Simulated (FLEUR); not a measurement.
# How the basis cutoff moves the magnetism of 1 ML Co on Os(0001), hcp site, 2 substrate layers, part 4 of 4

Wanted: the cheapest choice of the basis cutoff that holds the magnetic results of 1 ML Co on Os(0001), hcp site, 2 substrate layers.

FLEUR MaX-R8.1; LDA (VWN); all-electron FLAPW film, Dirac cores, scalar-relativistic bands.

So far, largest spin moment in the muffin-tin sphere (μB): step 4 (rung 2 (Kmax 2.7 1/bohr), start ferro +) 1.54; step 6 (rung 3 (Kmax 3.24 1/bohr), start ferro +) 1.53; step 7 (rung 3 (Kmax 3.24 1/bohr), start antiferro q=(0,1/2,0) +-) 1.31; step 8 (rung 4 (Kmax 3.78 1/bohr), start ferro +) 1.55; step 9 (rung 4 (Kmax 3.78 1/bohr), start antiferro q=(0,1/2,0) +-) 1.35.

**10. Rung 5 (Kmax 4.32 1/bohr), start ferro +**

The k list default-1 (kpts.xml, not shown) is a Γ-centred 12×12×1 mesh.

The input, inp.xml:

```
<?xml version="1.0" encoding="UTF-8" standalone="no"?>
<fleurInput fleurInputVersion="0.39">
   <comment>
      CoOs2
   </comment>
   <calculationSetup>
      <cutoffs Kmax="4.32" Gmax="13.0" GmaxXC="13.0" numbands="0"/>
      <scfLoop itmax="120" minDistance="0.00002" maxIterBroyd="15" imix="Anderson" alpha="0.03" precondParam="0.0" spinf="2.0" sdNocoIR="T"/>
      <coreElectrons ctail="T" frcor="F" kcrel="0" coretail_lmax="0"/>
      <xcFunctional name="vwn" relativisticCorrections="F"/>
      <magnetism jspins="2"/>
      <soc l_soc="F" theta="0.0" phi="0.0" spav="F"/>
      <expertModes spex="0" secvar="F"/>
      <geometryOptimization l_f="F" forcealpha="1.0" forcemix="BFGS" epsdisp="0.00001" epsforce="0.00001"/>
      <ldaU l_linMix="F" mixParam="0.05" spinf="1.0"/>
   </calculationSetup>
   <cell>
      <bzIntegration valenceElectrons="45.0" mode="hist" fermiSmearingEnergy="0.00183747">
         <kPointListSelection listName="default-1"/>
         <xi:include xmlns:xi="http://www.w3.org/2001/XInclude" href="kpts.xml"> </xi:include>
      </bzIntegration>
      <xi:include xmlns:xi="http://www.w3.org/2001/XInclude" href="sym.xml"> </xi:include>
      <filmLattice scale="1.0" dVac="13.53" dTilda="16.03">
         <bravaisMatrixFilm>
            <row-1>    5.1667001356448914     0.0000000143052268</row-1>
            <row-2>   -2.5833500802096001     4.4744935640505812</row-2>
         </bravaisMatrixFilm>
         <vacuumEnergyParameters vacuum="1" spinUp="-.25" spinDown="-.25"/>
         <vacuumEnergyParameters vacuum="2" spinUp="-.25" spinDown="-.25"/>
      </filmLattice>
   </cell>
   <atomSpecies>
      <species name="Osmium (Os)" element="Os" atomicNumber="76">
         <mtSphere radius="2.35" gridPoints="777" logIncrement="0.017"/>
         <atomicCutoffs lmax="8" lnonsphr="6"/>
         <electronConfig flipSpins="F">
            <coreConfig>(1s1/2) (2s1/2) (2p1/2) (2p3/2) (3s1/2) (3p1/2) (3p3/2) (4s1/2) (3d3/2) (3d5/2) (4p1/2) (4p3/2) (5s1/2) (4d3/2) (4d5/2) (4f5/2) (4f7/2)</coreConfig>
            <valenceConfig>(5p1/2) (5p3/2) (6s1/2) (5d3/2) (5d5/2)</valenceConfig>
            <stateOccupation state="(5d3/2)" spinUp="1.200000" spinDown="1.200000"/>
            <stateOccupation state="(5d5/2)" spinUp="1.800000" spinDown="1.800000"/>
         </electronConfig>
         <energyParameters s="6" p="6" d="5" f="5"/>
         <lo type="SCLO" l="1" n="5" eDeriv="0"/>
      </species>
      <species name="Cobalt (Co2.000" element="Co" atomicNumber="27">
         <mtSphere radius="2.35" gridPoints="777" logIncrement="0.016"/>
         <atomicCutoffs lmax="8" lnonsphr="6"/>
         <electronConfig flipSpins="F">
            <coreConfig>(1s1/2) (2s1/2) (2p1/2) (2p3/2)</coreConfig>
            <valenceConfig>(3s1/2) (3p1/2) (3p3/2) (4s1/2) (3d3/2) (3d5/2)</valenceConfig>
            <stateOccupation state="(3d3/2)" spinUp="1.5" spinDown="1.3"/>
            <stateOccupation state="(3d5/2)" spinUp="3.0" spinDown="1.2"/>
         </electronConfig>
         <energyParameters s="4" p="4" d="3" f="4"/>
         <lo type="SCLO" l="0" n="3" eDeriv="0"/>
         <lo type="SCLO" l="1" n="3" eDeriv="0"/>
      </species>
   </atomSpecies>
   <atomGroups>
      <atomGroup species="Osmium (Os)">
         <filmPos label="                   1">.0000000000 .0000000000 -4.0130478001</filmPos>
         <force calculate="T" relaxXYZ="TTT"/>
      </atomGroup>
      <atomGroup species="Osmium (Os)">
         <filmPos label="                   2">-1.000/3.000 1.000/3.000 .0684818090</filmPos>
         <force calculate="T" relaxXYZ="TTT"/>
      </atomGroup>
      <atomGroup species="Cobalt (Co2.000">
         <filmPos label="                   3">.0000000000 .0000000000 4.0130478001</filmPos>
         <force calculate="T" relaxXYZ="TTT"/>
      </atomGroup>
   </atomGroups>
   <output dos="F" band="F" slice="F">
      <bandDOS minEnergy="-.5*Htr" maxEnergy="0.5*Htr" sigma="0.015" storeEVData="T"/>
      <plotting iplot="0" polar="F">
         <plot TwoD="T" vec1="  1.0  0.0  0.0" vec2="  0.0  1.0  0.0" vec3="  0.0  0.0  1.0" zero="  0.0  0.0 -0.5" file="plot"/>
      </plotting>
      <moessbauerParams electricFieldGradient="F" isomerShift="F" coreHyperfine="F" valenceHyperfine="F"/>
   </output>
</fleurInput>
```

The input, crystal.txt:

```
CoOs2
&input film=T cartesian=F /
2.73409996739  0.00000000757  0.00000000000
-1.36704999025  2.36780002446  0.00000000000
0.00000000000  0.00000000000  1.00000000000
1.8897261246
1.0 1.0 1.0

3
76 0.00000000000  0.00000000000  -4.01304780007
76 0.66666666667  0.33333333333  0.06848180900
27 0.00000000000  0.00000000000  4.01304780007 : 2.000

&kpt div1=12 div2=12 div3=1 gamma=T /
```

Launch:

```
$ OMP_NUM_THREADS=1 inpgen -f crystal.txt > inpgen.log  # inp.xml is then edited as shown
$ OMP_NUM_THREADS=1 mpirun -n 4 fleur_MPI > fleur.log
```

What it wrote:

```text
[banner, memory and clock lines left out]
Welcome to FLEUR        (www.flapw.de)
      MaX-Release 8.1          (www.max-centre.eu)

 ========== k-point set info ==========
 Selected k-point list: default-1
 k-point list type: mesh
 0 x 0 x 0
 Number of k points: 20

 [... set-up left out ...]
 Iteration:     1   Distance:      18.01487152 me/bohr^3
 Iteration:     2   Distance:      28.64339693 me/bohr^3
 Iteration:     3   Distance:      16.14395714 me/bohr^3
 Iteration:     4   Distance:      18.52805550 me/bohr^3
 Iteration:     5   Distance:      12.81622119 me/bohr^3
[...]
<sumOfEigenvalues value="   -22087.6276879930">
               <coreElectrons value="-22036.7783591654"/>
               <valenceElectrons value="-50.8493288276"/>
            </sumOfEigenvalues>
         [... left out ...]
            <freeEnergy value="-35935.4216983674"/>
            <extrapolationTo0K value="-35935.4212801290"/>
         </totalEnergy>
         <densityConvergence units="me/bohr^3">
            <chargeDensity spin="1" distance="0.0000057400"/>
            <chargeDensity spin="2" distance="0.0000036628"/>
            <overallChargeDensity distance="0.0000043126"/>
            <spinDensity distance="0.0000086098"/>
         </densityConvergence>
      </iteration>
```

Elapsed: 63 s, on 4 MPI ranks of Intel Xeon 6975P-C (Granite Rapids), shared host; peak memory 0.39 GiB; 4.2 min of CPU time.

Numbers from this step:

| Quantity | Value |
| --- | --- |
| free energy | -977852.6397 eV |
| program's band gap on this mesh (in a metal only a level spacing) | 0.02694 eV |
| magnetization | 1.376 μB |
| final state | ferromagnetic, with opposed induced moments |
| largest moment | 1.558 μB |

The largest moment is that of rung 4, at 1.7 times its CPU time.

**11. Rung 5 (Kmax 4.32 1/bohr), start antiferro q=(0,1/2,0) +-**

The k list default-1 (kpts.xml, not shown) is a Γ-centred 12×6×1 mesh.

inp.xml: that of step 10 with these lines changed.

```diff
@@ -17,3 +17,3 @@
    <cell>
-      <bzIntegration valenceElectrons="45.0" mode="hist" fermiSmearingEnergy="0.00183747">
+      <bzIntegration valenceElectrons="90.0" mode="hist" fermiSmearingEnergy="0.00183747">
          <kPointListSelection listName="default-1"/>
@@ -24,4 +24,4 @@
          <bravaisMatrixFilm>
-            <row-1>    5.1667001356448914     0.0000000143052268</row-1>
-            <row-2>   -2.5833500802096001     4.4744935640505812</row-2>
+            <row-1>    5.1667001972688604     0.0000000000000000</row-1>
+            <row-2>   -5.1667001972688604     8.9489870356557599</row-2>
          </bravaisMatrixFilm>
@@ -57,2 +57,15 @@
       </species>
+      <species name="Cobalt (Co-2.000" element="Co" atomicNumber="27">
+         <mtSphere radius="2.35" gridPoints="777" logIncrement="0.016"/>
+         <atomicCutoffs lmax="8" lnonsphr="6"/>
+         <electronConfig flipSpins="F">
+            <coreConfig>(1s1/2) (2s1/2) (2p1/2) (2p3/2)</coreConfig>
+            <valenceConfig>(3s1/2) (3p1/2) (3p3/2) (4s1/2) (3d3/2) (3d5/2)</valenceConfig>
+            <stateOccupation state="(3d3/2)" spinUp="1.3" spinDown="1.5"/>
+            <stateOccupation state="(3d5/2)" spinUp="1.2" spinDown="3.0"/>
+         </electronConfig>
+         <energyParameters s="4" p="4" d="3" f="4"/>
+         <lo type="SCLO" l="0" n="3" eDeriv="0"/>
+         <lo type="SCLO" l="1" n="3" eDeriv="0"/>
+      </species>
    </atomSpecies>
@@ -64,3 +77,11 @@
       <atomGroup species="Osmium (Os)">
-         <filmPos label="                   2">-1.000/3.000 1.000/3.000 .0684818090</filmPos>
+         <filmPos label="                   2">.0000000000 1.000/2.000 -4.0130478001</filmPos>
+         <force calculate="T" relaxXYZ="TTT"/>
+      </atomGroup>
+      <atomGroup species="Osmium (Os)">
+         <filmPos label="                   3">-1.000/3.000 1.000/6.000 .0684818090</filmPos>
+         <force calculate="T" relaxXYZ="TTT"/>
+      </atomGroup>
+      <atomGroup species="Osmium (Os)">
+         <filmPos label="                   4">-1.000/3.000 -1.000/3.000 .0684818090</filmPos>
          <force calculate="T" relaxXYZ="TTT"/>
@@ -68,3 +89,7 @@
       <atomGroup species="Cobalt (Co2.000">
-         <filmPos label="                   3">.0000000000 .0000000000 4.0130478001</filmPos>
+         <filmPos label="                   5">.0000000000 .0000000000 4.0130478001</filmPos>
+         <force calculate="T" relaxXYZ="TTT"/>
+      </atomGroup>
+      <atomGroup species="Cobalt (Co-2.000">
+         <filmPos label="                   6">.0000000000 1.000/2.000 4.0130478001</filmPos>
          <force calculate="T" relaxXYZ="TTT"/>
```

The input, crystal.txt:

```
CoOs2
&input film=T cartesian=F /
2.73410000000  0.00000000000  0.00000000000
-2.73410000000  4.73560000000  0.00000000000
0.00000000000  0.00000000000  1.00000000000
1.8897261246
1.0 1.0 1.0

6
76 0.00000000000  0.00000000000  -4.01304780007
76 0.00000000000  0.50000000000  -4.01304780007
76 0.66666650000  0.16666650000  0.06848180900
76 0.66666650000  0.66666650000  0.06848180900
27 0.00000000000  0.00000000000  4.01304780007 : 2.000
27 0.00000000000  0.50000000000  4.01304780007 : -2.000

&kpt div1=12 div2=6 div3=1 gamma=T /
```

What it wrote:

```text
[banner, memory and clock lines left out]
Welcome to FLEUR        (www.flapw.de)
      MaX-Release 8.1          (www.max-centre.eu)

 ========== k-point set info ==========
 Selected k-point list: default-1
 k-point list type: mesh
 0 x 0 x 0
 Number of k points: 40

 [... set-up left out ...]
 Iteration:     1   Distance:      20.01708774 me/bohr^3
 Iteration:     2   Distance:      35.23978039 me/bohr^3
 Iteration:     3   Distance:      19.47796668 me/bohr^3
 Iteration:     4   Distance:      20.45205509 me/bohr^3
 Iteration:     5   Distance:      12.32799512 me/bohr^3
[...]
<sumOfEigenvalues value="   -44175.7240329764">
               <coreElectrons value="-44073.9538377424"/>
               <valenceElectrons value="-101.7701952340"/>
            </sumOfEigenvalues>
            <densityCoulombPotentialIntegral value="-123505.3027244035"/>
            <densityEffectivePotentialIntegral value="-125415.6940682079"/>
            <chargeDenXCDenIntegral value="-1439.4731720224"/>
            <FockExchangeEnergyValence value="0.0000000000"/>
            <FockExchangeEnergyCore value="0.0000000000"/>
         [... left out ...]
            <atomTypeDependentContributions atomType="4">
[... rest left out ...]
```

It took 15 min on 4 MPI ranks; peak memory 1.8 GiB.

Numbers from this step:

```yaml
free_energy: -1955705.0866 eV
program_s_band_gap_on_this_mesh_in_a_metal_only_a_level_spacing: 0.002805 eV
magnetization: 0 μB
final_state: antiferromagnetic
largest_moment: 1.351 μB
```

This start lies +96.4 meV a seeded atom from the first, a change of +0.1 meV since rung 4; its largest moment is 1.35 μB.

**12. The rungs together**

Ladder, by row:

```csv
rung,Kmax (1/bohr),state from the first start,state from the second start,second less first (meV a seeded atom),"moment, first (μB)","moment, second (μB)","CPU time (s), all starts"
1,2.16,non-magnetic,non-magnetic,0.001328,0,0,850.8
2,2.7,ferromagnetic,antiferromagnetic,106.4,1.542,1.34,710.7
3,3.24,ferromagnetic,antiferromagnetic,94.95,1.534,1.312,970.3
4,3.78,ferromagnetic,antiferromagnetic,96.34,1.554,1.346,1870
5,4.32,ferromagnetic,antiferromagnetic,96.44,1.558,1.351,3805
```

**13. Summary of results**

```
range of the moment in the table, first start                                     : 0 to 1.56 μB
range of CPU time                                                                 : 12 min to 63 min
range of the energy difference                                                    : 0.00133 to 106 meV a seeded atom
first rung from which all stay within 4.8 meV of the last, moments within 0.06 μB : 3
```

From rung 3 on the result stays within 1.5 meV of the last rung, inside the margin of 4.8 meV (5 % of the last value, 2 meV at least; moments within 0.06 μB), at 25 % of the last rung's cost. Differences are of free energies, so a wide smearing enters them. The end states change along the ladder, as the table shows. Core electrons leak out of the spheres (0.024 e), which costs some accuracy. A substrate of 2 unrelaxed layers is a model; thickness and relaxation can move these numbers.

[Logs and program files are shortened in this print: banners, set-up blocks, solver, clock and traceback lines can be left out without a mark of their own.]

[Logs are printed without paths, hosts, clocks, repeated set-up lines and the standing remarks that a program may print on its own settings, such as how far it seeks lower states.]

[Hosts, paths, dates, database ids (printed as entryN), source tags and the programs' standing remarks are cut or masked in the printed files.]

[Where a cell is said to come from a database of computed structures, the database is the Materials Project.]
